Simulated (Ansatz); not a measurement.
# InSe (P-6m2) in Ansatz: band structure with PBEsol

Aim: the band structure of InSe with PBEsol.

Program: Ansatz 0.2.0. These are calculated values, not measurements. Logs are shortened: lines on timing, memory, paths and dates and some standing lists are left out, and cuts for length are marked.

### 1 The structure

It takes space group P-6m2 (No. 187, hexagonal). Conventional cell: a = 4.047 Å, b = 4.047 Å, c = 18.052 Å, α = 90.00°, β = 90.00°, γ = 120.00°. In (site symmetry 3m) has 3 Se at 2.65 Å and 1 In at 2.79 Å as nearest neighbours. In (site symmetry 3m) is surrounded by 3 Se at 2.65 Å and 1 In at 2.79 Å. Around Se (site symmetry 3m) lie 3 In at 2.65 Å. Se (site symmetry 3m) is surrounded by 3 In at 2.65 Å.

Measurements of this composition are mostly on another form, of space group No. 160.

### 2 Band structure, PBEsol

input.yaml

```yaml
crystal:
  lattice:
    - [4.0473293151, 0.0, 0.0]
    - [-2.0236646576, 3.5050900044, 0.0]
    - [0.0, 0.0, 18.05206491]
  atoms:
    - { symbol: In, position: [0.3333333333, 0.6666666667, 0.07739049] }
    - { symbol: In, position: [0.3333333333, 0.6666666667, 0.92260951] }
    - { symbol: In, position: [0.0, 0.0, 0.42260632] }
    - { symbol: In, position: [0.0, 0.0, 0.57739368] }
    - { symbol: Se, position: [0.3333333333, 0.6666666667, 0.35298428] }
    - { symbol: Se, position: [0.3333333333, 0.6666666667, 0.64701572] }
    - { symbol: Se, position: [0.6666666667, 0.3333333333, 0.14699993] }
    - { symbol: Se, position: [0.6666666667, 0.3333333333, 0.85300007] }
hamiltonian:
  xc: pbesol
  pseudopotentials: { kind: paw }
kpoints:
  mp_grid: { grid: [8, 8, 2] }
  band_path:
    path:
      - [[0.0, 0.0, 0.0], [0.5, 0.0, 0.0], [0.3333333333, 0.3333333333, 0.0], [0.0, 0.0, 0.0], [0.0, 0.0, 0.5], [0.5, 0.0, 0.5], [0.3333333333, 0.3333333333, 0.5], [0.0, 0.0, 0.5]]
      - [[0.5, 0.0, 0.5], [0.5, 0.0, 0.0]]
      - [[0.3333333333, 0.3333333333, 0.0], [0.3333333333, 0.3333333333, 0.5]]
    npoints: 10
scf:
  occupations: { method: fermi_dirac, width: 0.05 }
  n_extra_bands: 20
output:
  forces: true
  stress: true
  eigenvalues: true
  fatbands: false
```

Potentials or basis: Ansatz PAW.

On the command line:

```
$ ansatz run input.yaml --threads 4 --pin off --max-ram 11264MiB --backend cpu --events-out ev --progress --plain --runs-dir out
```

Standard output:

```text
Warning: RAYON_NUM_THREADS=4 ignored (pool sized by the plan → 4); use --threads N
scf.n_extra_bands = 20 over 58 filled bands (N_el = 116.0): the run solves 78 bands
Engine: ansatz 0.2.0, aarch64-unknown-linux-gnu
Pseudopotentials: kind: paw
Pseudopotential: In, paw, valence charge 13, recommended cutoff 420 eV (normal), In.paw.azcp
Pseudopotential: Se, paw, valence charge 16, recommended cutoff 420 eV (normal), Se.paw.azcp
Functional definition: PBEsol
  exchange = pbesol_x
  correlation = pbesol_c
Crystal: 8 atoms, lattice volume = 256.091 Å³
Basis set: ecut = 420 eV, 4981 PW (Γ), exchange–correlation on 60×60×250 points (8 copies of the dense FFT grid, shifted against one another)
Bands: 78, of which v1, the nominal top of the filled ones, is band 58 counted from 1 (57 counted from 0)
Symmetry: 12 space group operations
Space group: P-6m2 (ITA 187), of the structure as read, at distance tolerance 6.4e-5 Å
k-points: 20 of 128 (time reversal used)
Non-local potential: In, projectors of the file, l = 0: 2, l = 1: 2, l = 2: 2, l = 3: 2
Non-local potential: Se, projectors of the file, l = 0: 2, l = 1: 2, l = 2: 3, l = 3: 1
PAW form: soft (Blöchl's): semilocal exchange-correlation on the pseudo side does not see the compensation charge
PAW frozen core: In, regenerated for the run's functional, and the local potential with it (the file was generated under x = pbe(κ = 0.804, μ = 0.2195149727645171), c = pbe(β = 0.06672455060314922))
PAW frozen core: Se, regenerated for the run's functional, and the local potential with it (the file was generated under x = pbe(κ = 0.804, μ = 0.2195149727645171), c = pbe(β = 0.06672455060314922))
PAW one-centre angular grid: In, 590 points (default); XC on 64 Gauss nodes
PAW one-centre angular grid: Se, 590 points (default); XC on 64 Gauss nodes
Initial density: superposition of atomic densities (neutral atoms: chi_scale 0, normalization atom), corrected by the library's trained network
Initial wavefunctions: pseudopotential atomic-orbital guess
Functional: x = pbesol(κ = 0.804, μ = 0.12345679012345678), c = pbesol(β = 0.046)
SCF iter   1: F=—  HF=-43802.287903 eV  |F-HF|=—  |Δ(HF+E_count)|=         —  Δρ=4.13e-3  dr2=8.26e-2  ethr=1.77e-3  ⟨swp⟩=6.0  Hψ=6347  notcnv=0  defer=112
preconditioner: auto → Resta (q_TF=auto, 2.391 Å⁻¹)  ε∞=2.8  [insulator: Δε(μ)=0.630 eV  Ē_g=15.266 eV  σ=0.050 eV  W_gap=1.00  n_scr=66 (ndim 8)  ℏωp=20.2 eV  f_vac=0.164  D(μ)=0.00/eV (n_scr^D=0)  ε∞_Penn≈2.8]
SCF iter   2: F=—  HF=-43802.267947 eV  |F-HF|=—  |Δ(HF+E_count)|=   2.00e-2  Δρ=1.43e-3  dr2=6.69e-3  ethr=7.12e-5  ⟨swp⟩=3.0  Hψ=2601  notcnv=0  defer=268
SCF iter   3: F=—  HF=-43802.267088 eV  |F-HF|=—  |Δ(HF+E_count)|=   8.58e-4  Δρ=6.73e-4  dr2=1.46e-3  ethr=5.77e-6  ⟨swp⟩=2.0  Hψ=2007  notcnv=0  defer=268
SCF iter   4: F=—  HF=-43802.267226 eV  |F-HF|=—  |Δ(HF+E_count)|=   1.38e-4  Δρ=1.88e-4  dr2=1.19e-4  ethr=1.26e-6  ⟨swp⟩=2.0  Hψ=1582  notcnv=0  defer=268
SCF iter   5: F=—  HF=-43802.267304 eV  |F-HF|=—  |Δ(HF+E_count)|=   7.83e-5  Δρ=4.12e-5  dr2=4.98e-6  ethr=1.02e-7  ⟨swp⟩=2.0  Hψ=1644  notcnv=0  defer=268
SCF iter   6: F=—  HF=-43802.267289 eV  |F-HF|=—  |Δ(HF+E_count)|=   1.50e-5  Δρ=8.19e-6  dr2=2.72e-7  ethr=4.29e-9  ⟨swp⟩=3.0  Hψ=2451  notcnv=0  defer=268
SCF iter   7: F=-43802.267290 eV  HF=-43802.267290 eV  |F-HF|=7.94e-9  |Δ(HF+E_count)|=   3.99e-7  Δρ=3.12e-6  dr2=6.02e-8  ethr=8.62e-11  ⟨swp⟩=11.4  Hψ=8399  notcnv=0
SCF 1 converged in 7 iterations: F = -43802.267290 eV  dr2 = 6.02e-8
NSCF: frozen V_eff on 93 k-points
SCF converged after 7 iterations
Free energy (F): -43802.267290 eV
Harris-Foulkes:  -43802.267290 eV  (|F-HF|=7.94e-9)
Internal energy: -43802.267255 eV  (E = F + TS)
E sigma→0 (E₀):  -43802.267273 eV
Entropy (-TS):   -0.000034 eV (-0.004 meV/atom)
Fermi energy:    6.149277 eV
--- Per-component energies (eV) ---
  E_band       = -1962.636318
  E_kinetic    = 1444.380663
  E_local      = -16979.740745  (includes V_loc(G=0)·N_el)
  E_nonlocal   = -896.912885
  E_hartree    = 7799.579214
  E_xc         = -1264.589417
  E_vxc        = -788.337395  (∫ρ·V_xc dr)
  E_paw        = -23808.281894  (= ΣΔE_a)
  E_vpaw       = -341.181939  (= ΣTr[D̂ρ^β])
  E_aug_tail   = -0.002316  (compensation charges beyond the density's cutoff)
  E_ewald      = -10101.677288
  E_core_change = 4.977412  (= ΣΔE_core)
  E_smearing   = -0.000034  (= −TS)
  E_closure    = -0.000000  (closes the sum)
  Σ components = -43802.267290   (vs F -43802.267290, Δ=0.00e0)
--- Forces (eV/Å), atoms counted from 1 ---
  atom   1  In    -0.00000000    -0.00000000    -0.06098623
  atom   2  In    -0.00000000    -0.00000000     0.06098623
  atom   3  In    -0.00000000     0.00000000     0.06053291
  atom   4  In    -0.00000000     0.00000000    -0.06053291
  atom   5  Se     0.00000000    -0.00000000    -0.01244280
  atom   6  Se     0.00000000    -0.00000000     0.01244280
  atom   7  Se     0.00000000     0.00000000     0.01268784
  atom   8  Se     0.00000000     0.00000000    -0.01268784
  max |Σ_I F_I| component: 6.94e-18 eV/Å
--- Stress (GPa, compression-positive) ---
       -0.914172       0.000000       0.000000
        0.000000      -0.914172       0.000000
        0.000000       0.000000      -0.544695
  P = ⅓ Tr σ = -0.7910 GPa (-7.910 kbar)
--- Band table (eV; the first three rows and the last of 20) ---
  k-point 0: bands = ["-41.4267", "-41.4267", "-41.4267", "-41.4267", "-41.4226", "-41.4226", "-41.4226", "-41.4226", "-41.3919", "-41.3919", "-41.3919", "-41.3919", "-41.3878", "-41.3878", "-41.3878", "-41.3878", "-41.3791", "-41.3791", "-41.3750", "-41.3750", "-8.6655", "-8.6623", "-8.4746", "-8.4746", "-8.4715", "-8.4715", "-8.3901", "-8.3901", "-8.3870", "-8.3870", "-8.3792", "-8.3792", "-8.3761", "-8.3761", "-8.2034", "-8.2034", "-8.2001", "-8.2001", "-8.1963", "-8.1921", "-7.2951", "-7.2203", "-7.1450", "-7.0674", "-0.0863", "0.0589", "2.0788", "2.5263", "4.7310", "4.7310", "4.7777", "4.7777", "4.8084", "4.8084", "4.8364", "4.8574", "4.8574", "5.8023", "6.4430", "7.2482", "7.9461", "7.9906", "10.2423", "10.2423", "10.2726", "10.2726", "11.4812", "11.4812", "11.5297", "11.5297", "11.5550", "11.6428", "12.6139", "13.2566", "13.7385", "14.0815", "14.8181", "14.8181"]
  k-point 1: bands = ["-41.4267", "-41.4267", "-41.4267", "-41.4267", "-41.4226", "-41.4226", "-41.4226", "-41.4226", "-41.3919", "-41.3919", "-41.3919", "-41.3919", "-41.3878", "-41.3878", "-41.3878", "-41.3878", "-41.3791", "-41.3791", "-41.3750", "-41.3750", "-8.6655", "-8.6623", "-8.4746", "-8.4746", "-8.4715", "-8.4715", "-8.3901", "-8.3901", "-8.3870", "-8.3870", "-8.3792", "-8.3792", "-8.3761", "-8.3761", "-8.2034", "-8.2034", "-8.2002", "-8.2002", "-8.1958", "-8.1926", "-7.2681", "-7.2652", "-7.0988", "-7.0957", "-0.0199", "-0.0157", "2.2879", "2.2941", "4.7466", "4.7466", "4.7487", "4.7487", "4.8385", "4.8385", "4.8407", "4.8407", "5.2302", "5.2423", "6.9291", "6.9445", "7.9716", "7.9785", "10.2557", "10.2557", "10.2586", "10.2586", "11.5043", "11.5043", "11.5068", "11.5068", "11.5874", "11.5945", "12.8786", "12.8912", "13.9479", "13.9862", "14.8961", "14.8961"]
  k-point 2: bands = ["-41.4267", "-41.4267", "-41.4267", "-41.4267", "-41.4226", "-41.4226", "-41.4226", "-41.4226", "-41.3919", "-41.3919", "-41.3919", "-41.3919", "-41.3878", "-41.3878", "-41.3878", "-41.3878", "-41.3791", "-41.3791", "-41.3750", "-41.3750", "-8.6668", "-8.6636", "-8.5256", "-8.5219", "-8.4724", "-8.4693", "-8.4565", "-8.4525", "-8.3834", "-8.3802", "-8.3797", "-8.3765", "-8.3717", "-8.3685", "-8.2371", "-8.2337", "-8.2046", "-8.2014", "-8.1380", "-8.1347", "-7.1363", "-7.0659", "-6.9984", "-6.9248", "-0.0044", "0.1146", "2.0740", "2.3515", "3.8592", "3.9625", "4.0152", "4.2822", "4.5378", "4.5980", "4.6365", "4.7001", "5.0714", "5.7429", "7.2838", "7.7794", "8.6149", "8.6654", "9.5704", "9.6630", "10.3980", "10.4352", "10.8266", "10.9388", "11.7489", "11.8046", "11.8685", "11.9620", "12.4879", "13.0540", "13.5280", "14.2354", "14.4145", "14.6357"]
  k-point 19: bands = ["-41.4266", "-41.4266", "-41.4265", "-41.4265", "-41.4225", "-41.4225", "-41.4224", "-41.4224", "-41.3919", "-41.3919", "-41.3919", "-41.3919", "-41.3878", "-41.3878", "-41.3878", "-41.3878", "-41.3790", "-41.3790", "-41.3749", "-41.3749", "-8.7876", "-8.7845", "-8.6951", "-8.6920", "-8.6007", "-8.5974", "-8.4904", "-8.4872", "-8.3845", "-8.3814", "-8.3369", "-8.3338", "-8.3310", "-8.3278", "-8.2460", "-8.2428", "-8.2267", "-8.2235", "-8.0394", "-8.0359", "-6.0042", "-6.0007", "-5.9346", "-5.9310", "-0.1792", "-0.1770", "0.6024", "0.6031", "2.2863", "2.2946", "2.6247", "2.6377", "3.4498", "3.4521", "3.9731", "3.9976", "4.3406", "4.3755", "7.9346", "7.9438", "8.3784", "8.3816", "9.3863", "9.4196", "10.4063", "10.4946", "11.2418", "11.2544", "11.9872", "12.0041", "12.9035", "13.0759", "13.3073", "13.5261", "13.8902", "14.0274", "14.3851", "14.4606"]
```

Wall time 39 s (4 threads of Arm Neoverse V1, shared host); peak memory 1.3 GiB.

Results:

- Free energy: -43802.2673 eV
- Pressure: -0.8 GPa
- Largest force: 0.061 eV/Å
- Band gap on the k mesh: 0.64 eV, direct
- Band gap along the path: 0.64 eV, direct

Forces in eV/Å, atoms in the order of the input:
```
In   0.000  0.000 -0.061
In   0.000  0.000  0.061
In   0.000  0.000  0.061
In   0.000  0.000 -0.061
Se   0.000  0.000 -0.012
Se   0.000  0.000  0.012
Se   0.000  0.000  0.013
Se   0.000  0.000 -0.013
```

Stress tensor (GPa, compression positive):
```
-0.91  0.00  0.00
 0.00 -0.91  0.00
 0.00  0.00 -0.54
```

Levels at the corners of the path, in eV from the valence-band top:
```
point  band 55  band 56  band 57  band 58  band 59  band 60  band 61  band 62
    Γ    -0.97    -0.94    -0.94     0.00     0.64     1.45     2.14     2.19
    M    -1.94    -1.87    -1.46    -1.33     1.65     1.66     1.88     1.89
    K    -1.78    -1.76    -1.55    -1.52     2.08     2.09     2.61     2.66
    Γ    -0.97    -0.94    -0.94     0.00     0.64     1.45     2.14     2.19
    A    -0.96    -0.96    -0.57    -0.56     1.13     1.14     2.17     2.18
    L    -1.90    -1.90    -1.39    -1.35     1.56     1.64     1.88     2.02
    H    -1.86    -1.77    -1.55    -1.46     2.05     2.10     2.61     2.68
    A    -0.96    -0.96    -0.57    -0.56     1.13     1.14     2.17     2.18
    L    -1.90    -1.90    -1.39    -1.35     1.56     1.64     1.88     2.02
    M    -1.94    -1.87    -1.46    -1.33     1.65     1.66     1.88     1.89
    K    -1.78    -1.76    -1.55    -1.52     2.08     2.09     2.61     2.66
    H    -1.86    -1.77    -1.55    -1.46     2.05     2.10     2.61     2.68
```

Caveat: spin-orbit coupling is left out, which moves the levels of the heavy elements; this functional lacks dispersion, which binds the layers, so the pressure and a relaxed spacing across them are unreliable; the PAW data sets come from PBE, with cores solved anew for the run's functional, which leaves a small shift of forces and pressure.
